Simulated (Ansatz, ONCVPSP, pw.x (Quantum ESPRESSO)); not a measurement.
## Os (Z = 76): does the ONCV potential hold in the solid?

| Item | Value |
| --- | --- |
| Element | Os (Z = 76) |
| Generator | ONCVPSP 4.0.1 |
| Type | optimised norm-conserving Vanderbilt (ONCV) |
| Functional | PBE |
| Relativity | scalar-relativistic |
| Frozen core | [Kr] 4d10 4f14 |
| Valence charge | 16 |
| Reference configuration | 5s2 5p6 5d7 6s1 |
| Partial waves | 5s+6s: rc 1.60 bohr, ncon 5, nbas 9, qcut 7.6 1/bohr, 2 projectors; 5p: rc 1.90 bohr, ncon 4, nbas 9, qcut 7.1 1/bohr, 1 projector; 5d: rc 2.05 bohr, ncon 4, nbas 9, qcut 8 1/bohr, 1 projector |
| Local potential | polynomial inside 1.40 bohr (lpopt 4, dvloc0 6 Ha) |
| Core correction | none |

Atomic tests: cutoffs needed: 24 Ha and 29 Ha (the cutoffs (Ha) at which the residual kinetic energy of the hardest occupied pseudo-wave falls to 1 and 0.1 mHa per electron); ghost test: no bound ghost flagged; no localised positive-energy state flagged; largest excitation error: +2.0 meV (all-electron minus pseudo) for 5s2 5p6 5d6 6s2, out of 4 test configurations.

Crystal test: bcc Os in pw.x 7.5, no spin, 15³ k-points, Fermi–Dirac smearing 0.01 Ry, cutoffs 70/280 Ry. The reference is all-electron LAPW (Ansatz 0.2.0) with the same functional, mesh and smearing; V0 and B0 come from Birch–Murnaghan fits to the pressures at five volumes. Errors are pseudo minus all-electron; Δ is the rms difference of the E(V) curves that follow from these fits, minima aligned, over ±6 % about the mean V0. Mesh and smearing are coarse, so the numbers serve the comparison and aren't converged zero-temperature values; the lattice is a test structure that the element need not adopt.

| V (Å³/atom) | P all-electron (GPa) | P pseudo (GPa) |
| --- | --- | --- |
| 14.054 | 20.14 | 14.74 |
| 14.424 | 9.33 | 4.32 |
| 14.794 | -0.02 | -4.68 |
| 15.164 | -8.10 | -12.45 |
| 15.534 | -15.08 | -19.15 |

All-electron: a0 = 3.093 Å (V0 = 14.79 Å³/atom), B0 = 347.4 GPa.

Pseudopotential: mean pressure error (GPa): -4.70; a0 (Å): 3.079; a0 error (%): -0.45; B0 error (%): +2.7; Δ (meV/atom): 15.3.

At the middle volume, how do free energy and pressure move when the wave cutoff is lowered (ecutrho kept at four times it)?

```csv
cutoff (Ry),shift of F (meV/atom),shift of P (GPa)
32,+2970.1,-124.34
42,+381.1,-26.88
56,+4.8,-0.75
```

The run at the middle volume (120 k-points, 8 iterations) took about 19 s on one core of a shared host (Intel(R) Xeon(R) 6975P-C, 192 threads, 756 GiB, load 158).
